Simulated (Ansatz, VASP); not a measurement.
## Al in VASP and in Ansatz

INCAR

```
ALGO = Normal ; EDIFF = 1E-7
ENCUT = 520 ; GGA = PE
ISIF = 2 ; ISMEAR = -1
IVDW = 12 ; LASPH = T
LCHARG = T ; LELF = T
LREAL = Auto ; LVHAR = T
LWAVE = F ; NBANDS = 42
NELM = 100 ; PREC = Accurate
SIGMA = 0.05
```

File KPOINTS:

```
k-points
0
Gamma
  3 3 3
```

Contents of POSCAR:

```
Al
1.0
    4.2186830273      2.4356577814     -4.8668500000
   -0.0000000001     -4.8713155628     -4.8668500000
   -4.2186830272      2.4356577814     -4.8668500000
Al
18
Direct
    0.9722222222      0.3055555556      0.9722222222
    0.9722222222      0.9722222222      0.3055555556
    0.3055555556      0.3055555556      0.6388888889
    0.6388888889      0.3055555556      0.3055555556
    0.3055555556      0.9722222222      0.9722222222
    0.9722222222      0.6388888889      0.6388888889
    0.3055555556      0.6388888889      0.3055555556
    0.6388888889      0.9722222222      0.6388888889
    0.6388888889      0.6388888889      0.9722222222
    0.0277777778      0.3611111111      0.3611111111
    0.0277777778      0.0277777778      0.6944444444
    0.3611111111      0.3611111111      0.0277777778
    0.6944444444      0.3611111111      0.6944444444
    0.3611111111      0.0277777778      0.3611111111
    0.0277777778      0.6944444444      0.0277777778
    0.3611111111      0.6944444444      0.6944444444
    0.6944444444      0.0277777778      0.0277777778
    0.6944444444      0.6944444444      0.3611111111
```

Input for Ansatz:

```yaml
crystal:
  lattice:
    - [4.2186830273, 2.4356577814, -4.86685]
    - [-1.0e-10, -4.8713155628, -4.86685]
    - [-4.2186830272, 2.4356577814, -4.86685]
  atoms:
    - { symbol: Al, position: [0.9722222222, 0.3055555556, 0.9722222222] }
    - { symbol: Al, position: [0.9722222222, 0.9722222222, 0.3055555556] }
    - { symbol: Al, position: [0.3055555556, 0.3055555556, 0.6388888889] }
    - { symbol: Al, position: [0.6388888889, 0.3055555556, 0.3055555556] }
    - { symbol: Al, position: [0.3055555556, 0.9722222222, 0.9722222222] }
    - { symbol: Al, position: [0.9722222222, 0.6388888889, 0.6388888889] }
    - { symbol: Al, position: [0.3055555556, 0.6388888889, 0.3055555556] }
    - { symbol: Al, position: [0.6388888889, 0.9722222222, 0.6388888889] }
    - { symbol: Al, position: [0.6388888889, 0.6388888889, 0.9722222222] }
    - { symbol: Al, position: [0.0277777778, 0.3611111111, 0.3611111111] }
    - { symbol: Al, position: [0.0277777778, 0.0277777778, 0.6944444444] }
    - { symbol: Al, position: [0.3611111111, 0.3611111111, 0.0277777778] }
    - { symbol: Al, position: [0.6944444444, 0.3611111111, 0.6944444444] }
    - { symbol: Al, position: [0.3611111111, 0.0277777778, 0.3611111111] }
    - { symbol: Al, position: [0.0277777778, 0.6944444444, 0.0277777778] }
    - { symbol: Al, position: [0.3611111111, 0.6944444444, 0.6944444444] }
    - { symbol: Al, position: [0.6944444444, 0.0277777778, 0.0277777778] }
    - { symbol: Al, position: [0.6944444444, 0.6944444444, 0.3611111111] }
basis:
  ecutwfc: 420
kpoints:
  mp_grid: { grid: [3, 3, 3], shift: [0.0, 0.0, 0.0] }
hamiltonian:
  xc: pbe
  dispersion: d3bj
scf:
  occupations: { method: fermi_dirac, width: 0.05 }
output:
  forces: true
  stress: true
  eigenvalues: true
```

Alike in both runs: task single point; functional PBE; dispersion D3(BJ); k mesh 3 × 3 × 3; occupations fermi-dirac, width 0.05 eV; no spin polarisation.

```csv
,VASP,Ansatz
version,VASP 6.6.1,Ansatz 0.2.0
potentials or method,"VASP PAW PBE potentials, release 64 (Al)","scalar-relativistic, plane waves, PAW"
plane-wave cutoff (eV),520,420
valence electrons in the cell,54,54
```

```tsv
	VASP	Ansatz	Ansatz less VASP
gap on the k mesh at the Fermi level (eV)	none	none	-
pressure (GPa)	-2.9	-2.9	-0.02
largest component of the traceless stress (GPa)	1.55	1.55	+0.005
rms of the force components (eV/Å)	0.004	0.004	-0.0001
```

Atom by atom the forces differ by 0.000 eV/Å (rms over components). A gap of «none» marks a metal or a gap that the smearing closes.

Caveats: pairwise dispersion overbinds metals, which lowers pressure and volume.
